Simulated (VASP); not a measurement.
# CsBr (Pm-3m) in VASP: settings compared

Aim: see how the results for CsBr move with the level of theory and the settings. Levels: HSE06, PBE. Tasks: single point.

Everything below comes from runs of VASP 6.6.1. Logs are shortened: lines on timing, memory, paths and dates and some standing lists are left out, and cuts for length are marked.

## 1. The structure

The structure is cubic, space group Pm-3m (No. 221). The conventional cell has a = 4.320 Å, b = 4.320 Å, c = 4.320 Å, α = 90.00°, β = 90.00°, γ = 90.00°. Cs (site symmetry m-3m) has 8 Br at 3.74 Å as nearest neighbours. Br (site symmetry m-3m) has 8 Cs at 3.74 Å as nearest neighbours.

## 2. Single point, HSE06

Input file POSCAR:

```
CsBr
1.0
    4.3196004938      0.0000000000      0.0000000000
    0.0000000000      4.3196004938      0.0000000000
    0.0000000000      0.0000000000      4.3196004938
Cs Br
1 1
Direct
    0.0000000000      0.0000000000      0.0000000000
    0.5000000000      0.5000000000      0.5000000000
```

Input file INCAR.step1:

```
ALGO = Normal ; EDIFF = 1E-5
ENCUT = 520 ; GGA = PE
ISIF = 2 ; ISMEAR = 0
LASPH = True ; LREAL = False
LWAVE = True ; NBANDS = 15
NELM = 100 ; PREC = Accurate
SIGMA = 0.01
```

Input file INCAR.step2:

```
ALGO = Normal ; EDIFF = 1E-6
ENCUT = 520 ; GGA = PE
HFSCREEN = 0.2079 ; ISIF = 2
ISMEAR = 0 ; ISTART = 1
LASPH = True ; LCHARG = True
LELF = True ; LHFCALC = True
LREAL = False ; LVHAR = True
LWAVE = False ; NBANDS = 15
NELM = 100 ; PREC = Accurate
PRECFOCK = Normal ; SIGMA = 0.01
```

Input file KPOINTS:

```
k-points
0
Gamma
  4 4 4
```

Potentials or basis: VASP PAW PBE potentials, release 64 (Cs_sv, Br).

Run with:

```sh
cat potpaw_PBE.64/Cs_sv/POTCAR potpaw_PBE.64/Br/POTCAR > POTCAR
cp INCAR.step1 INCAR
mpirun -np 1 vasp_std > vasp.out
cp INCAR.step2 INCAR
mpirun -np 1 vasp_std > vasp.out
```

OUTCAR:

```text
EDIFF = 1E-6
   ENCUT = 520
   GGA = PE
   HFSCREEN = 0.2079
   ISIF = 2
   ISMEAR = 0
   ISTART = 1
   LASPH = True
   LHFCALC = True
   LREAL = False
   NELM = 100
   PREC = Accurate
   PRECFOCK = Normal

 ion  position               nearest neighbor table
   1  0.000  0.000  0.000-
   2  0.500  0.500  0.500-

  LATTYP: Found a simple cubic cell.
 ALAT       =     4.3196004938

  Lattice vectors:

 A1 = (   4.3196004938,   0.0000000000,   0.0000000000)
 A2 = (   0.0000000000,   4.3196004938,   0.0000000000)
 A3 = (   0.0000000000,   0.0000000000,   4.3196004938)

Analysis of symmetry for initial positions (statically):
=====================================================================
 Subroutine PRICEL returns:
 Original cell was already a primitive cell.

 Routine SETGRP: Setting up the symmetry group for a
 simple cubic supercell.

 Subroutine GETGRP returns: Found 48 space group operations
 (whereof 48 operations were pure point group operations)
 out of a pool of 48 trial point group operations.

The static configuration has the point symmetry O_h .

Analysis of symmetry for dynamics (positions and initial velocities):
=====================================================================
 Subroutine PRICEL returns:
 Original cell was already a primitive cell.

 Routine SETGRP: Setting up the symmetry group for a
 simple cubic supercell.

 Subroutine GETGRP returns: Found 48 space group operations
 (whereof 48 operations were pure point group operations)
 out of a pool of 48 trial point group operations.

The dynamic configuration has the point symmetry O_h .

 Subroutine INISYM returns: Found 48 space group operations
 (whereof 48 operations are pure point group operations),
 and found     1 'primitive' translations

----------------------------------------------------------------------------------------

                                     Primitive cell

  volume of cell :      80.5992

  direct lattice vectors                    reciprocal lattice vectors
     4.319600494  0.000000000  0.000000000     0.231502890  0.000000000  0.000000000
     0.000000000  4.319600494  0.000000000     0.000000000  0.231502890  0.000000000
     0.000000000  0.000000000  4.319600494     0.000000000  0.000000000  0.231502890

  length of vectors
     4.319600494  4.319600494  4.319600494     0.231502890  0.231502890  0.231502890

  position of ions in fractional coordinates (direct lattice)
     0.000000000  0.000000000  0.000000000
     0.500000000  0.500000000  0.500000000

  ion indices of the primitive-cell ions
   primitive index   ion index
                 1           1
                 2           2

----------------------------------------------------------------------------------------

 KPOINTS: k-points

Automatic generation of k-mesh.
 Grid dimensions read from file:
 generate k-points for:    4    4    4

 Generating k-lattice:

  Cartesian coordinates                     Fractional coordinates (reciprocal lattice)
     0.057875723  0.000000000  0.000000000     0.250000000  0.000000000  0.000000000
     0.000000000  0.057875723  0.000000000     0.000000000  0.250000000  0.000000000
     0.000000000  0.000000000  0.057875723     0.000000000  0.000000000  0.250000000

  Length of vectors
     0.057875723  0.057875723  0.057875723

  Shift w.r.t. Gamma in fractional coordinates (k-lattice)
     0.000000000  0.000000000  0.000000000

 Subroutine IBZKPT returns following result:
 ===========================================

 Found     10 irreducible k-points:

 Following reciprocal coordinates:
            Coordinates               Weight
  0.000000  0.000000  0.000000      1.000000
  0.250000  0.000000  0.000000      6.000000
  0.500000  0.000000  0.000000      3.000000
  0.250000  0.250000  0.000000     12.000000
  0.500000  0.250000  0.000000     12.000000
  0.500000  0.500000  0.000000      3.000000
  0.250000  0.250000  0.250000      8.000000
  0.500000  0.250000  0.250000     12.000000
  0.500000  0.500000  0.250000      6.000000
  0.500000  0.500000  0.500000      1.000000
   k-points           NKPTS =     10   k-points in BZ     NKDIM =     64   number of bands    NBANDS=     15
   number of dos      NEDOS =    301   number of ions     NIONS =      2
   total plane-waves  NPLWV =  32768
   dimension x,y,z NGX =    32 NGY =   32 NGZ =   32
   dimension x,y,z NGXF=    64 NGYF=   64 NGZF=   64
   ions per type =               1   1
   NGX,Y,Z   is equivalent  to a cutoff of  12.32, 12.32, 12.32 a.u.
   NGXF,Y,Z  is equivalent  to a cutoff of  24.63, 24.63, 24.63 a.u.
 SYSTEM =  unknown system
   PREC   = accura    normal or accurate (medium, high low for compatibility)
   ISTART =      1    job   : 0-new  1-cont  2-samecut
   ICHARG =      0    charge: 1-file 2-atom 10-const
   ISPIN  =      1    spin polarized calculation?
   LNONCOLLINEAR =      F non collinear calculations
   LSORBIT =      F    spin-orbit coupling
   LASPH  =      T    aspherical Exc in radial PAW
   ENCUT  =  520.0 eV  38.22 Ry    6.18 a.u.   8.03  8.03  8.03*2*pi/ulx,y,z
   NELM   =    100;   NELMIN=  2; NELMDL=  0     # of ELM steps
   EDIFF  = 0.1E-05   stopping-criterion for ELM
   LREAL  =      F    real-space projection
   EDIFFG = 0.1E-04   stopping-criterion for IOM
   NSW    =      0    number of steps for IOM
   IBRION =     -1    ionic relax: 0-MD 1-quasi-New 2-CG
   NFREE  =      0    steps in history (QN), initial steepest desc. (CG)
   ISIF   =      2    stress and relaxation
   ISYM   =      3    0-nonsym 1-usesym 2-fastsym
   POTIM  = 0.5000    time-step for ionic-motion
   TEBEG  =    0.0;   TEEND  =   0.0 temperature during run
   PSTRESS=    0.0 pullay stress
   NELECT =      16.0000    total number of electrons
   NUPDOWN=      -1.0000    fix difference up-down
   EMIN   =  10.00;   EMAX   =-10.00  energy-range for DOS
   EFERMI =   0.00;   METHOD = LEGACY
   ISMEAR =     0;   SIGMA  =   0.01  broadening in eV -4-tet -1-fermi 0-gaus
   EFERMI_NEDOS =   21; number of points for ismear=-14 and -15
   IALGO  =     38    algorithm
   IMIX   =      1    mixing-type and parameters
     AMIX     =   0.40;   BMIX     =  1.00
     AMIX_MAG =   1.60;   BMIX_MAG =  1.00
  volume/ion in A,a.u.               =      40.30       271.96
  Fermi-wavevector in a.u.,A,eV,Ry     =   0.955003  1.804693 12.408922  0.912030
  Thomas-Fermi vector in A             =   2.083801
   LORBIT       =      0    0 simple, 1 ext, 2 COOP (PROOUT), +10 PAW based schemes
   GGA     = PE    functional components
   LHFCALC =     T    Hartree Fock is set to
   PRECFOCK=normal    Normal, Fast or Accurate (Low or Medium for compatibility)
   ENCUT4O =  -1.0   cutoff for four orbital integrals eV
   NKREDX  =     1    reduce k-point grid by
   NKREDY  =     1    reduce k-point grid by
   NKREDZ  =     1    reduce k-point grid by
   AEXX    =    0.2500 exact exchange contribution
   HFSCREEN=    0.2079 screening length (either q_TF or 0.3 A-1)
   HFSCREENC=   0.2079 screening length for correlation (either q_TF or 0.3 A-1)
   ENCUTFOCK=  -1.0 apply spherical cutoff to Coloumb kernel
   IVDW    =     0    specifies the selected vdW correction
   LEPSILON=     F    determine dielectric tensor
   LRPA    =     F    only Hartree local field effects (RPA)
 non-spin polarized calculation
 Gauss-broadening in eV      SIGMA  =   0.01
  energy-cutoff  :      520.00
  volume of cell :       80.60
 maximum number of plane-waves:      2192
  NGX = 28; NGY = 28; NGZ = 28

 number of electron      16.0000001 magnetization

 Free energy of the ion-electron system (eV)
  ---------------------------------------------------
  ext. energy  EPLUGINS =         0.00000000
  ---------------------------------------------------
  free energy    TOTEN  =        -6.99811278 eV

  energy without entropy =       -6.99811278  energy(sigma->0) =       -6.99811278

 E-fermi :  -1.1742     XC(G=0):  -6.6691

 val. band max:       -1.2554086020   @ k =   0.5000   0.5000   0.0000
 cond. band min:       4.3413290846   @ k =   0.0000   0.0000   0.0000
 fundamental gap:      5.5967376867
 Fermi energy:        -1.1741978404

 k-point     1 :       0.0000    0.0000    0.0000
  band No.  band energies     occupation
      1     -22.3905      2.00000
      2     -14.6334      2.00000
      3      -7.9768      2.00000
      4      -7.9768      2.00000
      5      -7.9768      2.00000
      6      -1.2613      2.00000
      7      -1.2613      2.00000
      8      -1.2613      2.00000
      9       4.3413      0.00000
     10       4.8251      0.00000
     11       4.8251      0.00000
     12       9.2029      0.00000
     13       9.2029      0.00000
     14       9.2029      0.00000
     15      12.1500      0.00000

 k-point     2 :       0.2500    0.0000    0.0000
  band No.  band energies     occupation
      1     -22.3634      2.00000
      2     -14.6385      2.00000
      3      -8.1720      2.00000
      4      -7.9233      2.00000
      5      -7.9233      2.00000
      6      -2.0055      2.00000
      7      -1.3584      2.00000
      8      -1.3584      2.00000
      9       5.2291      0.00000
     10       5.6410      0.00000
     11       6.0926      0.00000
     12       8.9457      0.00000
     13       8.9457      0.00000
     14       9.5218      0.00000
     15       9.8342      0.00000
[... 113 lines left out ...]
      3      -8.4692      2.00000
      4      -8.4692      2.00000
      5      -8.0983      2.00000
      6      -2.1572      2.00000
      7      -2.1572      2.00000
      8      -1.9137      2.00000
      9       6.6127      0.00000
     10       6.8090      0.00000
     11       7.5473      0.00000
     12       7.5473      0.00000
     13      10.2534      0.00000
     14      10.2534      0.00000
     15      11.4165      0.00000

 k-point    10 :       0.5000    0.5000    0.5000
  band No.  band energies     occupation
      1     -22.2458      2.00000
      2     -14.4413      2.00000
      3      -8.3690      2.00000
      4      -8.3690      2.00000
      5      -8.3690      2.00000
      6      -2.4440      2.00000
      7      -2.4440      2.00000
      8      -2.4440      2.00000
      9       8.3161      0.00000
     10       8.3161      0.00000
     11       8.3161      0.00000
     12       9.0501      0.00000
     13       9.0501      0.00000
     14       9.0501      0.00000
     15      11.5262      0.00000

------------------------ aborting loop because EDIFF is reached ----------------------------------------

  FORCE on cell =-STRESS in cart. coord.  units (eV):
  Direction    XX          YY          ZZ          XY          YZ          ZX
  --------------------------------------------------------------------------------------
  -------------------------------------------------------------------------------------
  Total        0.1898402      0.1898402      0.1898402      0.0000000      0.0000000      0.0000000
  in kB        3.7737051      3.7737051      3.7737051      0.0000000      0.0000000      0.0000000
  external PRESSURE =       3.7737051 kB  Pullay stress =       0.0000000 kB

 VOLUME and BASIS-vectors are now :
 -----------------------------------------------------------------------------
  energy-cutoff  :      520.00
  volume of cell :       80.60
      direct lattice vectors                 reciprocal lattice vectors
     4.319600494  0.000000000  0.000000000     0.231502890  0.000000000  0.000000000
     0.000000000  4.319600494  0.000000000     0.000000000  0.231502890  0.000000000
     0.000000000  0.000000000  4.319600494     0.000000000  0.000000000  0.231502890

 POSITION                                       TOTAL-FORCE (eV/Angst)
 -----------------------------------------------------------------------------------
      0.00000      0.00000      0.00000         0.000000      0.000000      0.000000
      2.15980      2.15980      2.15980         0.000000      0.000000      0.000000
 -----------------------------------------------------------------------------------
    total drift:                                0.000001      0.000001      0.000001

  FREE ENERGIE OF THE ION-ELECTRON SYSTEM (eV)
  ---------------------------------------------------
  free  energy   TOTEN  =        -6.9981127815 eV

  energy  without entropy=       -6.9981127815  energy(sigma->0) =       -6.99811278
```

Wall time 10 min (1 thread of AMD EPYC 7R13 (Zen 3), shared host); peak memory 0.27 GiB.

What came out:

| Quantity | Value |
| --- | --- |
| Free energy | -6.9981 eV |
| Pressure | 0.4 GPa |
| Band gap on the k mesh | 5.60 eV, indirect (least direct gap 5.60 eV) |

Caveat: the PAW data sets were made with another functional, which shifts forces and pressure a little; spin-orbit coupling is left out, which moves the levels of the heavy elements.

(Continued in part 2 of 2.)
